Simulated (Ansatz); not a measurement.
The system is BN.

```
N B
1.0
     0.00000    3.49532    2.16609
     1.25163    0.00000    2.16609
     1.25163    3.49532    0.00000
N B
1 1
Direct
  0.66665 0.66665 0.33335
  0.00005 0.00005 0.99995
```

Measurements of this composition are mostly on another form, of space group No. 194.

Base run:

| Quantity | Value |
| --- | --- |
| Program | Ansatz 0.2.0 |
| Functional | LDA |
| Potentials or basis | all-electron LAPW, scalar-relativistic |
| Cutoff | 527 eV (chosen from the basis error) |
| Basis error allowed | 0.001 eV/atom |
| k mesh | 13 × 13 × 13 |
| Occupations | fermi-dirac, width 0.05 eV |
| Spin | no spin polarisation |

Its results: band gap on the k mesh 3.70 eV, indirect (least direct gap 4.51 eV); pressure -4.1 GPa; largest force 0.010 eV/Å.

Question: The run is repeated on the same cell with these changes: functional from LDA to PBEsol. What comes out?

Answer: Band gap on the k mesh 3.80 eV, indirect (least direct gap 4.59 eV); pressure 0.5 GPa; largest force 0.010 eV/Å.

PBEsol binds less tightly than LDA, so the same cell stands under more pressure.

Caveats: the mesh misses the band edges, which the band path finds closer together.
